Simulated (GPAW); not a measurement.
Crystal: BN.

```
N B
1.0
     2.55394    0.00000    0.00000
    -1.27697    2.21178    0.00000
     0.00000    0.00000    4.22685
N B
2 2
Direct
  0.33333 0.66667 0.12528
  0.66667 0.33333 0.62528
  0.33333 0.66667 0.49972
  0.66667 0.33333 0.99972
```

Measurements of this composition are mostly on another form, of space group No. 194.

Base run:

```yaml
Program: GPAW 26.7.0
Functional: r2SCAN
Potentials_or_basis: GPAW PAW data sets (gpaw-data 1.2.1)
Cutoff: 800 eV
Basis: pw
k_mesh: 10 × 10 × 5
Occupations: fermi-dirac, width 0.05 eV
Spin: no spin polarisation
```

Its results: band gap on the k mesh 5.94 eV, indirect (least direct gap 8.93 eV); pressure -5.9 GPa; largest force 0.028 eV/Å.

Task: The run is repeated on the same cell with these changes: functional from r2SCAN to PBE; cutoff from 800 eV to 600 eV. What comes out?

Result: Band gap on the k mesh 5.38 eV, indirect (least direct gap 8.22 eV); pressure -12.2 GPa; largest force 0.017 eV/Å.

r2SCAN gives the wider gap, since meta-GGAs in the generalised Kohn-Sham scheme recover part of the derivative discontinuity.

Caveats: the PAW data sets were made with another functional, which shifts forces and pressure a little (some runs); the mesh misses the band edges, which the band path finds closer together (some runs); the cutoff is short for stress and forces, so pressures can be off by a GPa or more (some runs); an odd mesh through Γ misses points on the zone boundary, where band edges often lie (some runs).
